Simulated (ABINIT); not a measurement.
Wanted: the native input for an ABINIT 10.8.3 (patched build) run.

| Property | Result |
| --- | --- |
| Task | single point |
| Functional | r2SCAN |
| Potentials or basis | JTH PAW PBE v2.0 |
| Cutoff | 653 eV |
| k mesh | 4 × 4 × 4 |
| Occupations | fermi-dirac, width 0.05 eV |
| Spin | no spin polarisation |
| Fine-grid cutoff | 1251.72 eV |

Al:

```xyz
1
Lattice="0.0000 2.0248 2.0248 2.0248 0.0000 2.0248 2.0248 2.0248 0.0000" Properties=species:S:1:pos:R:3 pbc="T T T"
Al    0.0000    0.0000    0.0000
```

These files were run (other wordings do the same):

run.abi

```
pp_dirpath "./"
pseudos "Al.GGA_PBE-JTH.xml"

acell 3*1.0 Angstrom
rprim
     0.0000000000     2.0248050000     2.0248050000
     2.0248050000     0.0000000000     2.0248050000
     2.0248050000     2.0248050000     0.0000000000
ntypat 1
znucl 13
natom 1
typat 1
xred
     0.0000000000     0.0000000000     0.0000000000

ecut 24.0
pawecutdg 46.0

kptopt 1
ngkpt 4 4 4
nshiftk 1
shiftk 0.0 0.0 0.0

ixc -497498
usekden 1
pawxcdev 0

nband 6
occopt 3
tsmear 0.05 eV

nstep 100
tolvrs 1.0e-8

iomode 3
prtwf 0
prtden 0
prteig 0
prtebands 0
```

Potentials or basis: JTH PAW PBE v2.0.

The run is started by

```console
$ abinit run.abi > log 2>&1
```

It gave:

The pressure is -1.6 GPa. The band gap on the k mesh is none (metal or under the smearing width) and the valence electrons inside the program's atomic spheres are Al 0.71 (radii [1.0074] Å).

Caveat: the k mesh is coarse (spacing up to 0.67 Å⁻¹), so the values aren't converged; the PAW data sets were made with another functional, which shifts forces and pressure a little.

It took 4.9 s on 1 thread of Arm Neoverse V2 (shared host), peak memory 0.12 GiB.
